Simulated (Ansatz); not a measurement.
# Mo: the cost of one run

Program: Ansatz 0.2.0. Level of theory: DFT PBE, scalar-relativistic, plane waves, PAW. These are calculated values, not measurements.

## 1. The structure to begin with

The structure is tetragonal, space group P4/mmm (No. 123). The conventional cell has a = 2.622 Å, b = 2.622 Å, c = 2.686 Å, α = 90.00°, β = 90.00°, γ = 90.00°. Mo (site symmetry 4/mmm) has 6 Mo at 2.62 to 2.69 Å as nearest neighbours.

Structure file:

```cif
data_structure
_symmetry_space_group_name_H-M 'P4/mmm'
_symmetry_Int_Tables_number 123
_cell_length_a 2.6218
_cell_length_b 2.6218
_cell_length_c 2.6863
_cell_angle_alpha 90.000
_cell_angle_beta 90.000
_cell_angle_gamma 90.000
_cell_volume 18.46
loop_
_atom_site_label
_atom_site_type_symbol
_atom_site_symmetry_multiplicity
_atom_site_Wyckoff_symbol
_atom_site_fract_x
_atom_site_fract_y
_atom_site_fract_z
_atom_site_occupancy
Mo1 Mo 1 a 0.00000 0.00000 0.00000 1
```

This is candidate A: P type (P4/mmm, No. 123).

(A quick probe on a coarse mesh, which set the mesh and smearing, is not shown.)

## 3. Rough relaxation on the coarse mesh (candidate A)

input.yaml

```yaml
crystal:
  lattice:
    - [2.6217679242, 0.0, 0.0]
    - [0.0, 2.6217679242, 0.0]
    - [0.0, 0.0, 2.6862521763]
  atoms:
    - { symbol: Mo, position: [0.0, 0.0, 0.0] }
basis:
  ecutwfc: 420
kpoints:
  mp_grid: { grid: [6, 6, 6] }
hamiltonian:
  xc: pbe
scf:
  occupations: { method: gaussian, width: 0.1 }
  lower_state_search: "off"
output:
  forces: true
  stress: true
  eigenvalues: true
relax:
  adjacent_minimum: "off"
  f_tol: 0.04
  max_steps: 70
  cell: { stress_tol: 0.4 }
```

Q: Estimate wall time and peak memory on 1 thread of an Arm CPU, shared host.

About 6.2 s, with a peak of 0.26 GiB.
